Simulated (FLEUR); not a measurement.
Runs of FLEUR MaX-R8.1 (later development tree) on V. It takes space group P6_3/mmc (No. 194, hexagonal). The conventional cell has a = 2.604 Å, b = 2.604 Å, c = 4.723 Å, α = 90.00°, β = 90.00°, γ = 120.00°. V (site symmetry -6m2) has 12 V at 2.60 to 2.80 Å as nearest neighbours. This isn't the form of V at room conditions, which is bcc.

| U | gap on the mesh (eV) | moment (μB) |
| --- | --- | --- |
| V d U = 0.0 eV | none | 0.00 |
| V d U = 1 eV | none | 0.00 |
| V d U = 3 eV | none | 1.27 |
| V d U = 6 eV | none | 2.64 |
| V d U = 4 eV | none | 1.90 |
| V d U = 2 eV | none | 0.00 |
| V d U = 5 eV | none | (a) |

Alike in all rows: task single point; level LDA+U; potentials or basis all-electron, FLAPW; spin collinear, ferromagnetic start; cell as given; k mesh 10 × 10 × 5; smearing fermi-dirac 0.05 eV; kmax 4.34 1/bohr.

Estimate the missing entries.

(a) 2.06.

Caveats: the U is typed as a test and isn't derived for this compound.

A gap of «none» marks a metal or a gap under the smearing width.
